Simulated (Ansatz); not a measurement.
PbO in the CsCl structure was relaxed with r2SCAN, strained in 2 ways (changes of length per length), its atoms relaxed again with r2SCAN, and run with PBE in the plane-wave code Ansatz. (Calculated; spin-unpolarised; the phase may be known or hypothetical.)

Uniaxial -2.82 % along z, other directions held. Input:
```yaml
crystal:
  lattice:
    - [3.1793716482, 0.0, 0.0]
    - [0.0, 3.1793716482, 0.0]
    - [0.0, 0.0, 3.0897133677]
  atoms:
    - { symbol: Pb, position: [0.0, 0.0, 0.0] }
    - { symbol: O, position: [0.5, 0.5, 0.5] }
kpoints:
  mp_grid: { grid: [8, 8, 8] }
  band_path:
    path:
      - [0.0, 0.0, 0.0]
      - [0.0, 0.5, 0.0]
      - [0.5, 0.5, 0.0]
      - [0.5, 0.5, 0.5]
      - [0.0, -0.5, -0.071208]
      - [-0.083333, -0.018758, -0.5]
    npoints: 1
hamiltonian:
  xc: pbe
scf:
  occupations: { method: fermi_dirac, width: 0.02 }
  n_extra_bands: 4
output:
  forces: true
  stress: true
  eigenvalues: true
```

Main results, then levels in eV from the Fermi energy at the points of the path (names of the unstrained zone, bands numbered from 0):
```
Crystal: 2 atoms, lattice volume = 31.232 Å³
Basis set: ecut = 420 eV, 611 PW (Γ)
Symmetry: 16 space group operations
Space group: P4/mmm (ITA 123)
k-points: 75 of 512
Free energy (F): -12472.510054 eV
Fermi energy:    12.185105 eV
--- Stress (GPa, compression-positive) ---
        4.743377       0.000000       0.000000
        0.000000       4.743377       0.000000
        0.000000       0.000000      10.602956
  P = ⅓ Tr σ = 6.6966 GPa (66.966 kbar)
```
```tsv
point	band_6	band_7	band_8	band_9	band_10	band_11	band_12
Γ	-8.568	-2.222	-2.222	-1.907	8.502	8.502	9.074
X	-9.568	-1.339	-1.148	-0.538	0.185	7.417	8.318
M	-6.331	-5.065	-5.065	-1.161	3.999	3.999	10.062
R	-3.313	-2.592	-2.545	-2.545	0.226	0.643	0.643
(0,-1/2,-0.071)	-9.492	-1.751	-1.339	0.069	0.069	7.531	7.779
(-0.083,-0.019,-1/2)	-9.121	-2.103	-1.317	-0.027	-0.027	7.205	7.910
```

With PBE the bands overlap by 0.10 eV (counted from 1, band 10 peaks at k = (0, -1/2, -0.071) and band 11 bottoms out at k = (-0.083, -0.019, -1/2)): no gap. The mean pressure at these positions is +6.70 GPa, compression counted positive.

Question: Xy shear, engineering strain (angle) -1.97 % gives these blocks instead:
```yaml
crystal:
  lattice:
    - [3.1793716482, -0.0313168107, 0.0]
    - [-0.0313168107, 3.1793716482, 0.0]
    - [0.0, 0.0, 3.1793716482]
  atoms:
    - { symbol: Pb, position: [0.0, 0.0, 0.0] }
    - { symbol: O, position: [0.5, 0.5, 0.5] }
kpoints:
  mp_grid: { grid: [8, 8, 8] }
  band_path:
    path:
      - [0.0, 0.0, 0.0]
      - [0.0, 0.5, 0.0]
      - [0.5, 0.5, 0.0]
      - [0.5, 0.5, 0.5]
      - [-0.072917, 0.008667, -0.5]
      - [-0.067871, -0.024251, -0.5]
    npoints: 1
```
What comes out?

Answer:
```
Crystal: 2 atoms, lattice volume = 32.135 Å³
Basis set: ecut = 420 eV, 619 PW (Γ)
Symmetry: 8 space group operations
Space group: Cmmm (ITA 65)
k-points: 105 of 512
Free energy (F): -12472.548803 eV
Fermi energy:    11.635778 eV
--- Stress (GPa, compression-positive) ---
        3.384152       0.042618       0.000000
        0.042618       3.384152       0.000000
        0.000000       0.000000       3.389871
  P = ⅓ Tr σ = 3.3861 GPa (33.861 kbar)
```
```tsv
point	band_6	band_7	band_8	band_9	band_10	band_11	band_12
Γ	-8.505	-2.021	-1.963	-1.902	8.403	8.509	8.616
X	-9.271	-1.151	-1.149	-0.582	0.187	7.710	7.716
M	-6.062	-4.796	-4.717	-1.151	3.738	3.925	9.697
R	-3.480	-2.426	-2.389	-2.382	0.468	0.588	0.706
(-0.073,0.009,-1/2)	-9.196	-1.763	-1.154	0.052	0.052	7.252	7.830
(-0.068,-0.024,-1/2)	-9.198	-1.764	-1.153	0.051	0.051	7.297	7.779
```
PBE gives a gap of zero: filled and empty bands touch at k = (-0.073, 0.009, -1/2). The mean pressure is +3.39 GPa (compression positive), so PBE would enlarge the cell's volume.

Spin-orbit coupling is left out, which matters wherever the heavy atoms make up the band edges.

Gaps or overlaps of about a tenth of an eV are at the limit of these meshes: between the points read a gap can be smaller or closed.
